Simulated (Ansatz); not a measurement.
# Cu under changes of volume

One of the cells (11.810 Å³/atom); the others are scaled copies at fixed shape and fractional positions:

```
Cu
1.0
     0.00000    1.80750    1.80750
     1.80750    0.00000    1.80750
     1.80750    1.80750    0.00000
Cu
1
Direct
  0.00000 0.00000 0.00000
```

* Program: Ansatz 0.2.0
* Functional: HSE06
* Potentials or basis: Ansatz PAW
* Cutoff: 420 eV (not typed: the program's choice for these potentials)
* k mesh: 8 × 8 × 8
* Occupations: fermi-dirac, width 0.05 eV
* Spin: no spin polarisation

```csv
volume (Å³/atom),energy over the lowest point (meV/atom),pressure (GPa)
11.102,?,?
11.338,19.25,9.1
11.574,8.37,5.7
11.810,2.12,2.8
12.047,0.00,0.1
12.283,1.57,-2.3
12.519,6.37,-4.3
```

**Question.** What does the run at 11.102 Å³/atom give?

**Answer.** Energy over the lowest point 35.48 meV/atom; pressure 12.9 GPa.

Worked out: A Birch-Murnaghan fit of order 3 (a polynomial in V^(-2/3)) to the other rows has its minimum at 12.06 Å³/atom with B0 = V·E''(V) = 126 GPa and B' = 5.1. It gives 35.37 meV/atom at 11.102 Å³/atom, against the run's 35.48, and -dE/dV = 12.9 GPa, against 12.9.

Energies are extrapolated to zero smearing.

Caveats: all runs use coarse meshes; the PAW data sets come from PBE, with cores solved anew for the run's functional, which leaves a small shift of forces and pressure; the thresholds are loose for stress.
